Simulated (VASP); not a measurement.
# Ag (Fm-3m) in VASP: further runs

One crystal, Ag, is run at these levels: PBEsol; tasks: relaxation of cell and atoms.

All numbers are computed with VASP 6.6.1; they aren't measurements. Logs are shortened: lines on timing, memory, paths and dates and some standing lists are left out, and cuts for length are marked.

## Step 1: Starting point

The structure is cubic, space group Fm-3m (No. 225). The conventional cell has a = 4.085 Å, b = 4.085 Å, c = 4.085 Å, α = 90.00°, β = 90.00°, γ = 90.00°. Around Ag (site symmetry m-3m) lie 12 Ag at 2.89 Å.

## Step 2: Relaxation of cell and atoms, PBEsol

The input, INCAR:

```
  ALGO = Normal
  EDIFF = 1E-6
  EDIFFG = -0.01
  ENCUT = 600
  GGA = PS
  IBRION = 2
  ISIF = 3
  ISMEAR = 1
  LASPH = T
  LCHARG = F
  LREAL = F
  LWAVE = F
  NELM = 80
  NSW = 90
  PREC = Accurate
  SIGMA = 0.1
```

The input, KPOINTS:

```
k-points
0
Gamma
  16 16 16
```

The input, POSCAR:

```
Ag
1.0
    0.0000000000      2.0427500000      2.0427500000
    2.0427500000      0.0000000000      2.0427500000
    2.0427500000      2.0427500000      0.0000000000
Ag
1
Direct
    0.0000000000      0.0000000000      0.0000000000
```

Potentials or basis: VASP PAW PBE potentials, release 64 (Ag).

On the command line:

```bash
$ cat potpaw_PBE.64/Ag/POTCAR > POTCAR
$ mpirun -np 1 vasp_std > vasp.out
```

OUTCAR:

```text
EDIFF = 1E-6
   EDIFFG = -0.01
   ENCUT = 600
   GGA = PS
   IBRION = 2
   ISIF = 3
   ISMEAR = 1
   LASPH = T
   LREAL = F
   NELM = 80
   NSW = 90
   PREC = Accurate

 ion  position               nearest neighbor table
   1  0.000  0.000  0.000-

  LATTYP: Found a face centered cubic cell.
 ALAT       =     4.0855000000

  Lattice vectors:

 A1 = (   0.0000000000,   2.0427500000,   2.0427500000)
 A2 = (   2.0427500000,   0.0000000000,   2.0427500000)
 A3 = (   2.0427500000,   2.0427500000,   0.0000000000)

Analysis of symmetry for initial positions (statically):
=====================================================================
 Subroutine PRICEL returns:
 Original cell was already a primitive cell.

 Routine SETGRP: Setting up the symmetry group for a
 face centered cubic supercell.

 Subroutine GETGRP returns: Found 48 space group operations
 (whereof 48 operations were pure point group operations)
 out of a pool of 48 trial point group operations.

The static configuration has the point symmetry O_h .

Analysis of symmetry for dynamics (positions and initial velocities):
=====================================================================
 Subroutine PRICEL returns:
 Original cell was already a primitive cell.

 Routine SETGRP: Setting up the symmetry group for a
 face centered cubic supercell.

 Subroutine GETGRP returns: Found 48 space group operations
 (whereof 48 operations were pure point group operations)
 out of a pool of 48 trial point group operations.

The dynamic configuration has the point symmetry O_h .

 Subroutine INISYM returns: Found 48 space group operations
 (whereof 48 operations are pure point group operations),
 and found     1 'primitive' translations

----------------------------------------------------------------------------------------

                                     Primitive cell

  volume of cell :      17.0481

  direct lattice vectors                    reciprocal lattice vectors
     0.000000000  2.042750000  2.042750000    -0.244768082  0.244768082  0.244768082
     2.042750000  0.000000000  2.042750000     0.244768082 -0.244768082  0.244768082
     2.042750000  2.042750000  0.000000000     0.244768082  0.244768082 -0.244768082

  length of vectors
     2.888884755  2.888884755  2.888884755     0.423950755  0.423950755  0.423950755

  position of ions in fractional coordinates (direct lattice)
     0.000000000  0.000000000  0.000000000

  ion indices of the primitive-cell ions
   primitive index   ion index
                 1           1

----------------------------------------------------------------------------------------

 KPOINTS: k-points

Automatic generation of k-mesh.
 Grid dimensions read from file:
 generate k-points for:   16   16   16

 Generating k-lattice:

  Cartesian coordinates                     Fractional coordinates (reciprocal lattice)
    -0.015298005  0.015298005  0.015298005     0.062500000  0.000000000  0.000000000
     0.015298005 -0.015298005  0.015298005     0.000000000  0.062500000  0.000000000
     0.015298005  0.015298005 -0.015298005     0.000000000  0.000000000  0.062500000

  Length of vectors
     0.026496922  0.026496922  0.026496922

  Shift w.r.t. Gamma in fractional coordinates (k-lattice)
     0.000000000  0.000000000  0.000000000

 Subroutine IBZKPT returns following result:
 ===========================================

 Found    145 irreducible k-points:

 Following reciprocal coordinates:
            Coordinates               Weight
  0.000000  0.000000  0.000000      1.000000
  0.062500  0.000000  0.000000      8.000000
  0.125000  0.000000  0.000000      8.000000
  0.187500  0.000000  0.000000      8.000000
  0.250000  0.000000  0.000000      8.000000
  0.312500  0.000000  0.000000      8.000000
[... 16 lines left out ...]
 -0.125000  0.062500  0.000000     24.000000
 -0.062500  0.062500  0.000000     12.000000
 [... further k-points ...]
   k-points           NKPTS =    145   k-points in BZ     NKDIM =    145   number of bands    NBANDS=      9
   number of dos      NEDOS =    301   number of ions     NIONS =      1
   total plane-waves  NPLWV =  13824
   dimension x,y,z NGX =    24 NGY =   24 NGZ =   24
   dimension x,y,z NGXF=    48 NGYF=   48 NGZF=   48
   ions per type =               1
   NGX,Y,Z   is equivalent  to a cutoff of  13.81, 13.81, 13.81 a.u.
   NGXF,Y,Z  is equivalent  to a cutoff of  27.62, 27.62, 27.62 a.u.
 SYSTEM =  unknown system
   PREC   = accura    normal or accurate (medium, high low for compatibility)
   ISTART =      0    job   : 0-new  1-cont  2-samecut
   ICHARG =      2    charge: 1-file 2-atom 10-const
   ISPIN  =      1    spin polarized calculation?
   LNONCOLLINEAR =      F non collinear calculations
   LSORBIT =      F    spin-orbit coupling
   LASPH  =      T    aspherical Exc in radial PAW
   ENCUT  =  600.0 eV  44.10 Ry    6.64 a.u.   5.77  5.77  5.77*2*pi/ulx,y,z
   NELM   =     80;   NELMIN=  2; NELMDL= -5     # of ELM steps
   EDIFF  = 0.1E-05   stopping-criterion for ELM
   LREAL  =      F    real-space projection
   EDIFFG = -.1E-01   stopping-criterion for IOM
   NSW    =     90    number of steps for IOM
   IBRION =      2    ionic relax: 0-MD 1-quasi-New 2-CG
   NFREE  =      1    steps in history (QN), initial steepest desc. (CG)
   ISIF   =      3    stress and relaxation
   ISYM   =      2    0-nonsym 1-usesym 2-fastsym
   POTIM  = 0.5000    time-step for ionic-motion
   TEBEG  =    0.0;   TEEND  =   0.0 temperature during run
   PSTRESS=    0.0 pullay stress
   NELECT =      11.0000    total number of electrons
   NUPDOWN=      -1.0000    fix difference up-down
   EMIN   =  10.00;   EMAX   =-10.00  energy-range for DOS
   EFERMI =   0.00;   METHOD = LEGACY
   ISMEAR =     1;   SIGMA  =   0.10  broadening in eV -4-tet -1-fermi 0-gaus
   EFERMI_NEDOS =   21; number of points for ismear=-14 and -15
   IALGO  =     38    algorithm
   IMIX   =      4    mixing-type and parameters
     AMIX     =   0.40;   BMIX     =  1.00
     AMIX_MAG =   1.60;   BMIX_MAG =  1.00
  volume/ion in A,a.u.               =      17.05       115.05
  Fermi-wavevector in a.u.,A,eV,Ry     =   1.414644  2.673290 27.228221  2.001218
  Thomas-Fermi vector in A             =   2.536165
   LORBIT       =      0    0 simple, 1 ext, 2 COOP (PROOUT), +10 PAW based schemes
   GGA     = PS    functional components
   LHFCALC =     F    Hartree Fock is set to
   AEXX    =    0.0000 exact exchange contribution
   IVDW    =     0    specifies the selected vdW correction
   LEPSILON=     F    determine dielectric tensor
   LRPA    =     F    only Hartree local field effects (RPA)
 conjugate gradient relaxation of ions
 non-spin polarized calculation
 Methfessel and Paxton  Order N= 1 SIGMA  =   0.10
  energy-cutoff  :      600.00
  volume of cell :       17.05
 maximum number of plane-waves:       588
   NGX = 11   NGY = 11   NGZ = 11

--------------------------------------- Ionic step        1  -------------------------------------------

 number of electron      10.9999999 magnetization

 Free energy of the ion-electron system (eV)
  ---------------------------------------------------
  ext. energy  EPLUGINS =         0.00000000
  ---------------------------------------------------
  free energy    TOTEN  =        -3.30675974 eV

  energy without entropy =       -3.30614593  energy(sigma->0) =       -3.30655514

------------------------ aborting loop because EDIFF is reached ----------------------------------------

  FORCE on cell =-STRESS in cart. coord.  units (eV):
  Direction    XX          YY          ZZ          XY          YZ          ZX
  --------------------------------------------------------------------------------------
  -------------------------------------------------------------------------------------
  Total       -0.2970872     -0.2970872     -0.2970872      0.0000000      0.0000000     -0.0000000
  in kB      -27.9202263    -27.9202263    -27.9202263      0.0000000      0.0000000     -0.0000000
  external PRESSURE =     -27.9202263 kB  Pullay stress =       0.0000000 kB
[... 55 lines left out ...]
  energy  without entropy=       -3.3076846956  energy(sigma->0) =       -3.30818666

--------------------------------------- Ionic step        3  -------------------------------------------

 number of electron      11.0000001 magnetization

 Free energy of the ion-electron system (eV)
  ---------------------------------------------------
  ext. energy  EPLUGINS =         0.00000000
  ---------------------------------------------------
  free energy    TOTEN  =        -3.31054344 eV

  energy without entropy =       -3.30980786  energy(sigma->0) =       -3.31029825

 E-fermi :   8.5210     XC(G=0): -12.5630

 val. band max:        8.5177465334   @ k =   0.5000   0.3125   0.1250
 cond. band min:       8.5307554804   @ k =   0.5000   0.1875   0.0625
 fundamental gap:      0.0130089470
 Fermi energy:         8.5210300419

 k-point     1 :       0.0000    0.0000    0.0000
  band No.  band energies     occupation
      1       0.5673      2.00000
      2       3.7225      2.00000
      3       3.7225      2.00000
      4       3.7225      2.00000
      5       4.8171      2.00000
      6       4.8171      2.00000
      7      24.6235      0.00000
      8      28.3459      0.00000
      9      28.3459      0.00000
[... 265 lines left out ...]
 k-point    24 :      -0.0625    0.0625    0.0000
  band No.  band energies     occupation
      1       0.8952      2.00000
      2       3.6303      2.00000
      3       3.8067      2.00000
      4       3.8360      2.00000
      5       4.7324      2.00000
      6       4.8381      2.00000
      7      24.6576      0.00000
      8      26.3562      0.00000
      9      27.7665      0.00000

 [... further k-points ...]

------------------------ aborting loop because EDIFF is reached ----------------------------------------

  FORCE on cell =-STRESS in cart. coord.  units (eV):
  Direction    XX          YY          ZZ          XY          YZ          ZX
  --------------------------------------------------------------------------------------
  -------------------------------------------------------------------------------------
  Total       -0.0006959     -0.0006959     -0.0006959      0.0000000      0.0000000     -0.0000000
  in kB       -0.0670640     -0.0670640     -0.0670640      0.0000000      0.0000000     -0.0000000
  external PRESSURE =      -0.0670640 kB  Pullay stress =       0.0000000 kB
[... 16 lines left out ...]
  FREE ENERGIE OF THE ION-ELECTRON SYSTEM (eV)
  ---------------------------------------------------
  free  energy   TOTEN  =        -3.3105434416 eV

  energy  without entropy=       -3.3098078647  energy(sigma->0) =       -3.31029825

 reached required accuracy - stopping structural energy minimisation
```

Wall time 19 s (1 thread of Intel Xeon Platinum 8488C (Sapphire Rapids), shared host); peak memory 0.17 GiB.

Results:

| Item | Value |
| --- | --- |
| Free energy | -3.3105 eV |
| Relaxed volume | 16.63 Å³/atom |
| Relaxed cell | a = 2.865 Å, b = 2.865 Å, c = 2.865 Å, α = 60.00°, β = 60.00°, γ = 60.00° |
| Space group after relaxing (to 0.05 Å) | Fm-3m (No. 225) |
| Energy gained by relaxing | 3.8 meV/atom |
| Ionic steps | 3 |
| Pressure after relaxing | 0.0 GPa |
| Band gap on the k mesh | none (metal or under the smearing width) |

Step by step:
| step | energy change (eV) | largest force (eV/Å) | pressure (GPa) | volume (Å³) |
| --- | --- | --- | --- | --- |
| 1 | 0.0000 | 0.0000 | -2.79 | 17.05 |
| 2 | -0.0017 | 0.0000 | 2.30 | 16.33 |
| 3 | -0.0038 | 0.0000 | -0.01 | 16.63 |

Final structure:
```xyz
1
Lattice="0.0000 2.0258 2.0258 2.0258 0.0000 2.0258 2.0258 2.0258 0.0000" Properties=species:S:1:pos:R:3 pbc="T T T"
Ag    0.0000    0.0000    0.0000
```

Levels at points of the mesh, in eV from the Fermi level:
| k point | band 2 | band 3 | band 4 | band 5 | band 6 | band 7 | band 8 | band 9 |
| --- | --- | --- | --- | --- | --- | --- | --- | --- |
| (0.00, 0.00, 0.00) | -4.80 | -4.80 | -4.80 | -3.70 | -3.70 | 16.10 | 19.82 | 19.82 |
| (0.50, 0.00, 0.00) | -4.82 | -4.82 | -2.87 | -2.87 | -0.46 | 3.79 | 15.34 | 18.14 |
| (0.50, 0.50, 0.00) | -6.38 | -2.90 | -2.65 | -2.65 | 1.58 | 6.98 | 10.79 | 10.79 |

Caveat: the PAW data sets were made with another functional, which shifts forces and pressure a little.

## Step 3: Relaxation of cell and atoms, PBEsol

This run uses another cell than the first one, of 16.63 Å³/atom, 0.975 times its volume.

Edit INCAR of step 2 so:

```diff
@@ -1,4 +1,4 @@
   ALGO = Normal
-  EDIFF = 1E-6
-  EDIFFG = -0.01
+  EDIFF = 1E-7
+  EDIFFG = -0.005
   ENCUT = 600
```

KPOINTS is that of step 2.

The input, POSCAR:

```
Ag                                      
1.0
   -0.0000000000      2.0257627205      2.0257627205
    2.0257627205      0.0000000000      2.0257627205
    2.0257627205      2.0257627205      0.0000000000
  Ag            
     1
Direct
     0.0000000000000000    0.0000000000000000    0.0000000000000000
```

Potentials or basis: VASP PAW PBE potentials, release 64 (Ag).

On the command line:

```bash
$ cat potpaw_PBE.64/Ag/POTCAR > POTCAR
$ mpirun -np 1 vasp_std > vasp.out
```

Run time: 9.8 s. Hardware: 1 thread of Intel Xeon Platinum 8488C (Sapphire Rapids), shared host; peak memory 0.16 GiB.

It converged, with:

```
Free energy             : -3.3103 eV
Pressure after relaxing : 0.0 GPa
Band gap on the k mesh  : none (metal or under the smearing width)
```

Final structure:
```xyz
1
Lattice="0.0000 2.0258 2.0258 2.0258 0.0000 2.0258 2.0258 2.0258 0.0000" Properties=species:S:1:pos:R:3 pbc="T T T"
Ag    0.0000    0.0000    0.0000
```

Levels at points of the mesh, in eV from the Fermi level:
```
           k point  band 3  band 4  band 5  band 6  band 7  band 8  band 9
(0.00, 0.00, 0.00)   -4.80   -4.80   -3.70   -3.70   16.10   19.82   19.82
(0.50, 0.00, 0.00)   -4.82   -2.87   -2.87   -0.46    3.79   15.34   18.14
(0.50, 0.50, 0.00)   -2.90   -2.65   -2.65    1.58    6.98   10.79   10.79
```

Caveat: the relaxation stopped at its first step, so nothing moved; the PAW data sets were made with another functional, which shifts forces and pressure a little.
